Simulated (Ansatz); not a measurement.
# CdS (Hawleyite) (F-43m) in Ansatz: further runs

Aim: see how the results for CdS (Hawleyite) move with the level of theory and the settings. Levels: r2SCAN, LDA, PBE. Tasks: band structure, Born charges and dielectric tensor, phonons.

All numbers are computed with Ansatz 0.2.0; they aren't measurements. Logs are shortened: lines on timing, memory, paths and dates and some standing lists are left out, and cuts for length are marked.

### 1 Starting point

The structure is cubic, space group F-43m (No. 216). The conventional cell has a = 5.833 Å, b = 5.833 Å, c = 5.833 Å, α = 90.00°, β = 90.00°, γ = 90.00°. Around Cd (site symmetry -43m) lie 4 S at 2.53 Å. S (site symmetry -43m) has 4 Cd at 2.53 Å as nearest neighbours.

### 2 Band structure, r2SCAN

Contents of input.yaml:

```yaml
crystal:
  lattice:
    - [0.0, 2.9165, 2.9165]
    - [2.9165, 0.0, 2.9165]
    - [2.9165, 2.9165, 0.0]
  atoms:
    - { symbol: Cd, position: [0.0, 0.0, 0.0] }
    - { symbol: S, position: [0.75, 0.75, 0.75] }
hamiltonian:
  xc: r2scan
  pseudopotentials: { kind: paw }
kpoints:
  mp_grid: { grid: [8, 8, 8] }
  band_path:
    path:
      - [[0.0, 0.0, 0.0], [0.5, 0.0, 0.5], [0.5, 0.25, 0.75], [0.375, 0.375, 0.75], [0.0, 0.0, 0.0], [0.5, 0.5, 0.5], [0.625, 0.25, 0.625], [0.5, 0.25, 0.75], [0.5, 0.5, 0.5], [0.375, 0.375, 0.75]]
      - [[0.625, 0.25, 0.625], [0.5, 0.0, 0.5]]
    npoints: 14
scf:
  occupations: { method: fermi_dirac, width: 0.05 }
  n_extra_bands: 6
output:
  forces: true
  stress: true
  eigenvalues: true
  fatbands: true
  write_density: true
  write_potential: true
  elf: true
  volumetric_format: npy
```

Potentials or basis: Ansatz PAW.

Launch:

```console
> ansatz run input.yaml --threads 2 --pin off --max-ram 5632MiB --backend cpu --events-out ev --progress --plain --runs-dir out
```

The program printed:

```text
Warning: RAYON_NUM_THREADS=2 ignored (pool sized by the plan → 2); use --threads N
scf.n_extra_bands = 6 over 13 filled bands (N_el = 26.0): the run solves 19 bands
Engine: ansatz 0.2.0, x86_64-unknown-linux-gnu
Pseudopotentials: kind: paw
Pseudopotential: Cd, paw, valence charge 20, recommended cutoff 500 eV (meta_gga), Cd.paw.azcp
Pseudopotential: S, paw, valence charge 6, recommended cutoff 500 eV (meta_gga), S.paw.azcp
Functional definition: r2SCAN
  parameter k0 = 0.174
  parameter k1 = 0.065
  parameter a1 = 4.9479
  exchange = r2scan_x(k0 = k0, k1 = k1, a1 = a1)
  correlation = r2scan_c
Crystal: 2 atoms, lattice volume = 49.615 Å³
Basis set: ecut = 500 eV, 1243 PW (Γ), exchange–correlation on 128×128×128 points (64 copies of the dense FFT grid, shifted against one another)
Bands: 19, of which v1, the nominal top of the filled ones, is band 13 counted from 1 (12 counted from 0)
Symmetry: 24 space group operations
Space group: F-43m (ITA 216), of the structure as read, at distance tolerance 3.7e-5 Å
k-points: 29 of 512 (time reversal used)
Non-local potential: Cd, projectors of the file, l = 0: 3, l = 1: 2, l = 2: 2, l = 3: 1
Non-local potential: S, projectors of the file, l = 0: 2, l = 1: 2, l = 2: 2
PAW form: soft (Blöchl's): semilocal exchange-correlation on the pseudo side does not see the compensation charge
PAW frozen core: Cd, regenerated for the run's functional (the file was generated under x = pbe(κ = 0.804, μ = 0.2195149727645171), c = pbe(β = 0.06672455060314922))
PAW frozen core: S, regenerated for the run's functional (the file was generated under x = pbe(κ = 0.804, μ = 0.2195149727645171), c = pbe(β = 0.06672455060314922))
PAW one-centre angular grid: Cd, 590 points (default); XC on 160 Gauss nodes
PAW one-centre angular grid: S, 302 points (default); XC on 160 Gauss nodes
Initial density: superposition of atomic densities (neutral atoms: chi_scale 0, normalization atom), corrected by the library's trained network
Initial wavefunctions: pseudopotential atomic-orbital guess
Functional: x = r2scan, c = r2scan; τ floored in thin density (d = 2e-4 eV/Å³)
SCF iter   1: F=—  HF=-9175.592941 eV  |F-HF|=—  |Δ(HF+E_count)|=         —  Δρ=6.03e-3  dr2=9.67e-3  dr2_τ=1.62e-2  ethr=1.77e-3  ⟨swp⟩=5.6  Hψ=2804  notcnv=0  defer=2
preconditioner: auto → none  [insulator: Δε(μ)=1.571 eV  Ē_g=14.754 eV  σ=0.050 eV  W_gap=1.00  n_scr=14 (ndim 8)  ℏωp=22.4 eV  f_vac=0.134  D(μ)=0.00/eV (n_scr^D=0)  ε∞_Penn≈3.3]
SCF iter   2: F=—  HF=-9175.604331 eV  |F-HF|=—  |Δ(HF+E_count)|=   1.14e-2  Δρ=3.11e-3  dr2=2.06e-3  dr2_τ=4.40e-4  ethr=3.72e-5  ⟨swp⟩=2.8  Hψ=1251  notcnv=0  defer=45
SCF iter   3: F=—  HF=-9175.604969 eV  |F-HF|=—  |Δ(HF+E_count)|=   6.39e-4  Δρ=1.39e-3  dr2=4.52e-4  dr2_τ=5.51e-5  ethr=7.93e-6  ⟨swp⟩=2.3  Hψ=737  notcnv=0  defer=45
SCF iter   4: F=—  HF=-9175.605138 eV  |F-HF|=—  |Δ(HF+E_count)|=   1.69e-4  Δρ=6.64e-5  dr2=1.30e-6  dr2_τ=1.83e-7  ethr=1.74e-6  ⟨swp⟩=3.0  Hψ=904  notcnv=0  defer=45
SCF iter   5: F=—  HF=-9175.605127 eV  |F-HF|=—  |Δ(HF+E_count)|=   1.08e-5  Δρ=1.25e-5  dr2=3.64e-8  dr2_τ=1.08e-8  ethr=5.01e-9  ⟨swp⟩=2.0  Hψ=767  notcnv=0  defer=45
SCF iter   6: F=-9175.605128 eV  HF=-9175.605128 eV  |F-HF|=6.82e-10  |Δ(HF+E_count)|=   6.39e-8  Δρ=1.62e-6  dr2=1.73e-9  dr2_τ=1.08e-10  ethr=1.40e-10  ⟨swp⟩=9.3  Hψ=3447  notcnv=0
SCF 1 converged in 6 iterations: F = -9175.605128 eV  dr2 = 1.73e-9
NSCF: frozen V_eff on 142 k-points
SCF converged after 6 iterations
Free energy (F): -9175.605128 eV
Harris-Foulkes:  -9175.605128 eV  (|F-HF|=6.82e-10)
Internal energy: -9175.605128 eV  (E = F + TS)
E sigma→0 (E₀):  -9175.605128 eV
Fermi energy:    7.479352 eV
--- Per-component energies (eV) ---
  E_band       = -534.036050
  E_kinetic    = 612.313219
  E_local      = -4014.588948  (includes V_loc(G=0)·N_el)
  E_nonlocal   = 63.115158
  E_hartree    = 1845.237925
  E_xc         = -260.188971
  E_vxc        = -340.537053  (∫ρ·V_xc dr)
  E_paw        = -4715.837680  (= ΣΔE_a)
  E_vpaw       = -566.548518  (= ΣTr[D̂ρ^β])
  E_aug_tail   = 0.000007  (compensation charges beyond the density's cutoff)
  E_vtau       = 21.734758  (kinetic-family band-sum trace: ∫τ·v_τ [+ j·A + Jᵃ·Aᵃ] dr)
  E_ewald      = -2704.981299
  E_core_change = -0.674537  (= ΣΔE_core)
  E_smearing   = -0.000000  (= −TS)
  E_closure    = 0.000000  (closes the sum)
  Σ components = -9175.605128   (vs F -9175.605128, Δ=0.00e0)
--- Forces (eV/Å), atoms counted from 1 ---
  atom   1  Cd    -0.00000000     0.00000000     0.00000000
  atom   2  S      0.00000000    -0.00000000     0.00000000
  max |Σ_I F_I| component: 5.55e-17 eV/Å
--- Stress (GPa, compression-positive) ---
        1.463944       0.000000      -0.000000
        0.000000       1.463944       0.000000
       -0.000000       0.000000       1.463944
  P = ⅓ Tr σ = 1.4639 GPa (14.639 kbar)
--- Band table (eV; the first three rows and the last of 29) ---
  k-point 0: bands = ["-97.4329", "-57.5962", "-57.5962", "-57.5962", "-6.2202", "-1.3531", "-1.3531", "-1.3531", "-0.8480", "-0.8480", "6.6428", "6.6428", "6.6428", "8.2385", "13.7065", "13.7065", "13.7065", "18.5617", "18.5617"]
  k-point 1: bands = ["-97.4329", "-57.5963", "-57.5962", "-57.5962", "-6.1575", "-1.3297", "-1.3297", "-1.2946", "-0.8489", "-0.8489", "5.6661", "6.5196", "6.5196", "9.0342", "13.4110", "13.9103", "13.9103", "17.9437", "17.9437"]
  k-point 2: bands = ["-97.4329", "-57.5965", "-57.5962", "-57.5962", "-6.0053", "-1.2787", "-1.2787", "-1.0892", "-0.8432", "-0.8432", "4.1570", "6.2407", "6.2407", "9.8767", "13.3685", "14.2063", "14.2063", "17.7043", "17.7043"]
  k-point 28: bands = ["-97.4329", "-57.5967", "-57.5966", "-57.5965", "-5.6593", "-1.1065", "-1.0859", "-0.8888", "-0.8400", "-0.2040", "2.7405", "4.3418", "4.3982", "12.3685", "12.6020", "14.4353", "15.0624", "18.5573", "20.3468"]
```

bands.tsv:

```text
# k_distance	band_0	band_1	band_2	band_3	band_4	band_5	band_6	band_7	band_8	band_9	band_10	band_11	band_12	band_13	band_14	band_15	band_16	band_17	band_18
[... 159 lines left out ...]
6.860219	-104.912256	-65.076199	-65.075812	-65.075806	-13.137096	-8.594495	-8.470378	-8.469341	-8.239860	-7.862622	-4.805366	-2.780349	-2.745933	3.048601	3.952838	8.894009	10.587329	10.672263	11.913481
6.887422	-104.912253	-65.076200	-65.075808	-65.075807	-13.137060	-8.594689	-8.469431	-8.469181	-8.239047	-7.866450	-4.806464	-2.760570	-2.751891	3.025227	3.934806	8.915735	10.679625	10.703619	11.829969
6.914625	-104.912267	-65.076203	-65.075810	-65.075810	-13.137059	-8.594771	-8.469124	-8.469124	-8.238795	-7.867748	-4.806835	-2.753881	-2.753881	3.017264	3.928852	8.923091	10.714065	10.714065	11.797946
```

It took 16 s on 2 threads of Intel Xeon at 2.50GHz (Skylake/Cascade Lake), shared host; peak memory 0.49 GiB.

What came out:

```
Free energy             : -9175.6051 eV
Pressure                : 1.5 GPa
Band gap on the k mesh  : 1.60 eV, direct
Band gap along the path : 1.60 eV, direct
```

Levels at the corners of the path, in eV from the valence-band top:
```
point  band 9  band 10  band 11  band 12  band 13  band 14  band 15  band 16  band 17  band 18
    Γ   -7.49    -7.49     0.00     0.00     0.00     1.60     7.06     7.06     7.06    11.92
    X   -7.40    -7.03    -3.97    -1.92    -1.92     3.85     4.77     9.76    11.55    11.55
    W   -7.48    -6.85    -3.90    -2.30    -2.24     5.73     5.96     7.79     8.42    11.91
    K   -7.44    -6.90    -3.94    -2.58    -1.56     4.60     5.88     8.94     9.58    10.26
    Γ   -7.49    -7.49     0.00     0.00     0.00     1.60     7.06     7.06     7.06    11.92
    L   -7.45    -7.10    -4.45    -0.76    -0.76     3.48     7.47     7.47     7.89    11.54
    U   -7.44    -6.90    -3.94    -2.58    -1.56     4.60     5.88     8.94     9.58    10.26
    W   -7.48    -6.85    -3.90    -2.30    -2.24     5.73     5.96     7.79     8.42    11.91
    L   -7.45    -7.10    -4.45    -0.76    -0.76     3.48     7.47     7.47     7.89    11.54
    K   -7.44    -6.90    -3.94    -2.58    -1.56     4.60     5.88     8.94     9.58    10.26
    U   -7.44    -6.90    -3.94    -2.58    -1.56     4.60     5.88     8.94     9.58    10.26
    X   -7.40    -7.03    -3.97    -1.92    -1.92     3.85     4.77     9.76    11.55    11.55
```

Caveat: the PAW data sets come from PBE, with cores solved anew for the run's functional, which leaves a small shift of forces and pressure. r2SCAN opens gaps a little over a GGA but as a rule still falls short of measured ones.

### 3 Born charges and dielectric tensor, LDA

Contents of input.yaml:

```yaml
crystal:
  lattice:
    - [0.0, 2.9165, 2.9165]
    - [2.9165, 0.0, 2.9165]
    - [2.9165, 2.9165, 0.0]
  atoms:
    - { symbol: Cd, position: [0.0, 0.0, 0.0] }
    - { symbol: S, position: [0.75, 0.75, 0.75] }
hamiltonian:
  xc: lda
  pseudopotentials: { kind: paw }
kpoints:
  mp_grid: { grid: [8, 8, 8] }
scf:
  occupations: { method: fixed }
output:
  eigenvalues: true
dielectric:
  method: response
```

Potentials or basis: Ansatz PAW.

Launch:

```console
> ansatz run input.yaml --threads 2 --pin off --max-ram 5632MiB --backend cpu --events-out ev --progress --plain --runs-dir out
```

The program printed:

```text
Warning: RAYON_NUM_THREADS=2 ignored (pool sized by the plan → 2); use --threads N
Engine: ansatz 0.2.0, x86_64-unknown-linux-gnu
Pseudopotentials: kind: paw
Pseudopotential: Cd, paw, valence charge 20, recommended cutoff 420 eV (normal), Cd.paw.azcp
Pseudopotential: S, paw, valence charge 6, recommended cutoff 420 eV (normal), S.paw.azcp
Functional definition: SPW92
  exchange = slater_x
  correlation = pw_c
Crystal: 2 atoms, lattice volume = 49.615 Å³
Basis set: ecut = 420 eV, 941 PW (Γ), exchange–correlation on 60×60×60 points (8 copies of the dense FFT grid, shifted against one another)
Bands: 17, of which v1, the nominal top of the filled ones, is band 13 counted from 1 (12 counted from 0)
Symmetry: 24 space group operations
k-points: 95 of 512 (irreducible under 4 space group operations, time reversal used)
Non-local potential: Cd, projectors of the file, l = 0: 3, l = 1: 2, l = 2: 2, l = 3: 1
Non-local potential: S, projectors of the file, l = 0: 2, l = 1: 2, l = 2: 2
PAW form: soft (Blöchl's): semilocal exchange-correlation on the pseudo side does not see the compensation charge
PAW frozen core: Cd, regenerated for the run's functional, and the local potential with it (the file was generated under x = pbe(κ = 0.804, μ = 0.2195149727645171), c = pbe(β = 0.06672455060314922))
PAW frozen core: S, regenerated for the run's functional, and the local potential with it (the file was generated under x = pbe(κ = 0.804, μ = 0.2195149727645171), c = pbe(β = 0.06672455060314922))
PAW one-centre angular grid: Cd, 590 points (default); XC on 64 Gauss nodes
PAW one-centre angular grid: S, 110 points (default); XC on 64 Gauss nodes
Initial density: superposition of atomic densities (neutral atoms: chi_scale 0, normalization atom), corrected by the library's trained network
Initial wavefunctions: pseudopotential atomic-orbital guess
Functional: x = slater, c = lda
SCF iter   1: F=—  HF=-8988.640718 eV  |F-HF|=—  |Δ(HF+E_count)|=         —  Δρ=8.40e-3  dr2=3.49e-2  ethr=1.77e-3  ⟨swp⟩=4.9  Hψ=6938  notcnv=0  defer=188
preconditioner: auto → none  [insulator: Δε(μ)=0.763 eV  Ē_g=12.135 eV  n_scr=14 (ndim 8)  ℏωp=22.4 eV  f_vac=0.128  ε∞_Penn≈4.4]
SCF iter   2: F=—  HF=-8988.629997 eV  |F-HF|=—  |Δ(HF+E_count)|=   1.07e-2  Δρ=2.57e-3  dr2=1.43e-3  ethr=1.34e-4  ⟨swp⟩=2.1  Hψ=3328  notcnv=0  defer=186
SCF iter   3: F=—  HF=-8988.629535 eV  |F-HF|=—  |Δ(HF+E_count)|=   4.61e-4  Δρ=1.13e-3  dr2=2.97e-4  ethr=5.51e-6  ⟨swp⟩=2.0  Hψ=2658  notcnv=0  defer=186
SCF iter   4: F=—  HF=-8988.629448 eV  |F-HF|=—  |Δ(HF+E_count)|=   8.75e-5  Δρ=5.25e-5  dr2=7.01e-7  ethr=1.14e-6  ⟨swp⟩=1.0  Hψ=1615  notcnv=0  defer=23
SCF iter   5: F=—  HF=-8988.629432 eV  |F-HF|=—  |Δ(HF+E_count)|=   1.63e-5  Δρ=7.31e-6  dr2=2.56e-8  ethr=2.70e-9  ⟨swp⟩=2.0  Hψ=2757  notcnv=0
SCF iter   6: F=—  HF=-8988.629432 eV  |F-HF|=—  |Δ(HF+E_count)|=   4.03e-9  Δρ=4.67e-6  dr2=5.57e-9  ethr=9.86e-11  ⟨swp⟩=2.6  Hψ=2400  notcnv=0
SCF iter   7: F=—  HF=-8988.629432 eV  |F-HF|=—  |Δ(HF+E_count)|=   2.29e-9  Δρ=1.57e-6  dr2=4.78e-10  ethr=2.14e-11  ⟨swp⟩=2.5  Hψ=2855  notcnv=0
SCF iter   8: F=-8988.629432 eV  HF=-8988.629432 eV  |F-HF|=0.00e0  |Δ(HF+E_count)|=  1.96e-10  Δρ=9.25e-8  dr2=1.99e-12  ethr=1.00e-12  ⟨swp⟩=4.9  Hψ=5408  notcnv=0
SCF 1 converged in 8 iterations: F = -8988.629432 eV  dr2 = 1.99e-12
DFPT response loops at Γ: preconditioner auto → none (the input reference at scf.mixing.eps_inf says where Resta's filter doesn't serve); β = 0.50; Broyden in place of MSR1
── the response to a field inside a basis, on 10×10×10 k-points: an SCF that follows is theirs, and a resumed run solves both again ──
Bands: 14, of which v1, the nominal top of the filled ones, is band 13 counted from 1 (12 counted from 0)
k-points: 110
Initial density: handed on by an earlier stage of this run
Initial wavefunctions: pseudopotential atomic-orbital guess (no wavefunctions were taken with the density)
Eigensolver: Dense (110 Hₖ)
SCF iter   1: F=—  HF=-8988.627670 eV  |F-HF|=—  |Δ(HF+E_count)|=         —  Δρ=1.85e-4  dr2=3.40e-6  ethr=1.00e-1
preconditioner: auto → none  [insulator: Δε(μ)=0.929 eV  Ē_g=9.868 eV  n_scr=14 (ndim 8)  ℏωp=22.4 eV  f_vac=0.120  ε∞_Penn≈6.1]
SCF iter   2: F=—  HF=-8988.627669 eV  |F-HF|=—  |Δ(HF+E_count)|=   8.32e-7  Δρ=8.38e-5  dr2=7.00e-7  ethr=1.31e-8
SCF iter   3: F=-8988.627669 eV  HF=-8988.627669 eV  |F-HF|=6.20e-8  |Δ(HF+E_count)|=   8.63e-8  Δρ=2.54e-5  dr2=8.93e-8  ethr=2.69e-9
SCF 1 converged in 3 iterations: F = -8988.627669 eV  dr2 = 8.93e-8
DFPT response loops at Γ: mixed as the last ones told, above
SCF converged after 8 iterations
Free energy (F): -8988.629432 eV
Harris-Foulkes:  -8988.629432 eV  (|F-HF|=0.00e0)
Internal energy: -8988.629432 eV  (E = F + TS)
E sigma→0 (E₀):  -8988.629432 eV
Fermi energy:    6.628189 eV
--- Per-component energies (eV) ---
  E_band       = -513.731292
  E_kinetic    = 611.772614
  E_local      = -4017.862272  (includes V_loc(G=0)·N_el)
  E_nonlocal   = 70.446949
  E_hartree    = 1838.763628
  E_xc         = -271.360168
  E_vxc        = -308.598049  (∫ρ·V_xc dr)
  E_paw        = -4516.328663  (= ΣΔE_a)
  E_vpaw       = -547.017756  (= ΣTr[D̂ρ^β])
  E_aug_tail   = 0.000013  (compensation charges beyond the density's cutoff)
  E_ewald      = -2704.981299
  E_core_change = 0.919766  (= ΣΔE_core)
  E_smearing   = -0.000000  (= −TS)
  E_closure    = -0.000000  (closes the sum)
  Σ components = -8988.629432   (vs F -8988.629432, Δ=0.00e0)
--- Band table (eV; the first three rows and the last of 95) ---
  k-point 0: bands = ["-94.4944", "-55.6439", "-55.6439", "-55.6439", "-5.7407", "-1.1306", "-1.1306", "-1.1306", "-0.6456", "-0.6456", "6.6282", "6.6282", "6.6282", "7.4921", "12.9655", "12.9655", "12.9655"]
  k-point 1: bands = ["-94.4944", "-55.6440", "-55.6439", "-55.6439", "-5.6758", "-1.1078", "-1.1078", "-1.0789", "-0.6468", "-0.6468", "5.5348", "6.5030", "6.5030", "8.3881", "12.6882", "13.1656", "13.1656"]
  k-point 2: bands = ["-94.4944", "-55.6442", "-55.6439", "-55.6439", "-5.5178", "-1.0587", "-1.0587", "-0.8896", "-0.6417", "-0.6417", "4.0512", "6.2220", "6.2220", "9.1718", "12.6798", "13.4765", "13.4765"]
  k-point 94: bands = ["-94.4944", "-55.6444", "-55.6443", "-55.6441", "-5.1583", "-0.8988", "-0.8779", "-0.6875", "-0.6393", "-0.0062", "2.6190", "4.2965", "4.3872", "11.8616", "11.8856", "13.6206", "14.4172"]
--- Dielectric response (ions clamped): 3 representative field directions + reference, inside a basis on a mesh of 1000 k-points (Σ response iterations 15) ---
  ε∞ (high-frequency dielectric tensor):
        6.726927     0.000000     0.000000
        0.000000     6.726927     0.000000
        0.000000     0.000000     6.726927
  Born effective charges Z* (e; rows j = field, columns β = displacement):
    site 0:
         2.18137    0.00000   -0.00000
         0.00000    2.18137    0.00000
        -0.00000    0.00000    2.18137
    site 1:
        -2.18137   -0.00000    0.00000
        -0.00000   -2.18137   -0.00000
         0.00000   -0.00000   -2.18137
  Z* charge neutrality: 1.615e-4 e pre-enforcement
  solved inside a basis spanned on kpoints, on 10×10×10 k-points transformed towards the longest dipole: ε∞ is read to err by 1.7e-2, Z* by 2.1e-2 e (field_mesh: kpoints solves on kpoints); Z* is corrected for what the basis lacks
```

Wall time 44 s (2 threads of Intel Xeon at 2.50GHz (Skylake/Cascade Lake), shared host); peak memory 0.62 GiB.

What came out:

* Free energy: -8988.6294 eV
* Band gap on the k mesh: 0.86 eV, direct
* Electronic dielectric tensor (diagonal): 6.73
* Born charges (mean of the diagonal): Cd +2.18; S -2.18 e

Electronic dielectric tensor:
```
6.73 0.00 0.00
0.00 6.73 0.00
0.00 0.00 6.73
```

Born effective charge tensors (e):
atom 1, Cd
```
2.18 0.00 0.00
0.00 2.18 0.00
0.00 0.00 2.18
```
atom 2, S
```
-2.18  0.00  0.00
 0.00 -2.18  0.00
 0.00  0.00 -2.18
```

Caveat: the PAW data sets come from PBE, with cores solved anew for the run's functional, which leaves a small shift of forces and pressure.

(Continued in part 2 of 2.)
